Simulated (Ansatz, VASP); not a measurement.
# P: VASP beside Ansatz

Contents of INCAR:

```
PREC = Accurate ; ENCUT = 520
EDIFF = 1E-6 ; ISMEAR = -1
SIGMA = 0.05 ; LREAL = False
LASPH = True ; NELM = 60
ALGO = Normal ; ISIF = 2
LWAVE = False ; LCHARG = False
GGA = PS ; NBANDS = 12
```

Contents of KPOINTS:

```
regular mesh
0
Gamma
  9 9 9
```

POSCAR

```
P
1.0
    1.7257251780      0.9963478961      3.1296800121
   -1.7257251780      0.9963478961      3.1296800121
    0.0000000000     -1.9926957921      3.1296800121
P
2
Direct
    0.7729197500      0.7729197500      0.7729197500
    0.2270802500      0.2270802500      0.2270802500
```

Contents of input.yaml:

```yaml
crystal:
  lattice:
    - [1.725725178, 0.9963478961, 3.1296800121]
    - [-1.725725178, 0.9963478961, 3.1296800121]
    - [0.0, -1.9926957921, 3.1296800121]
  atoms:
    - { symbol: P, position: [0.77291975, 0.77291975, 0.77291975] }
    - { symbol: P, position: [0.22708025, 0.22708025, 0.22708025] }
hamiltonian:
  xc: pbesol
  pseudopotentials: { kind: paw }
kpoints:
  mp_grid: { grid: [9, 9, 9] }
scf:
  occupations: { method: fermi_dirac, width: 0.05 }
output:
  forces: true
  stress: true
  eigenvalues: true
```

This isn't the form of P at room conditions, which is orthorhombic.

Alike in both runs: task single point; functional PBEsol; k mesh 9 × 9 × 9; occupations fermi-dirac, width 0.05 eV; no spin polarisation.

|  | VASP | Ansatz |
| --- | --- | --- |
| version | VASP 6.6.1 | Ansatz 0.2.0 |
| potentials or method | VASP PAW PBE potentials, release 64 (P) | Ansatz PAW |
| plane-wave cutoff (eV) | 520 | 420 |
| valence electrons in the cell | 10 | 10 |

VASP gave:

| Property | Result |
| --- | --- |
| gap on the k mesh at the Fermi level (eV) | none |
| pressure (GPa) | -1.8 |
| largest component of the traceless stress (GPa) | 1.05 |
| rms of the force components (eV/Å) | 0.140 |

Task: What did Ansatz give for the same quantities?

Result: gap on the k mesh at the Fermi level (eV): none; pressure (GPa): -1.8; largest component of the traceless stress (GPa): 1.20; rms of the force components (eV/Å): 0.156.

Atom by atom the forces differ by 0.017 eV/Å (rms over components). A gap of «none» marks a metal or a gap that the smearing closes. With one functional, cell and mesh, what is left measures potentials, basis and numerics.

Caveats: the PAW data sets were made with another functional, which shifts forces and pressure a little (VASP); the PAW data sets come from PBE, with cores solved anew for the run's functional, which leaves a small shift of forces and pressure (Ansatz).
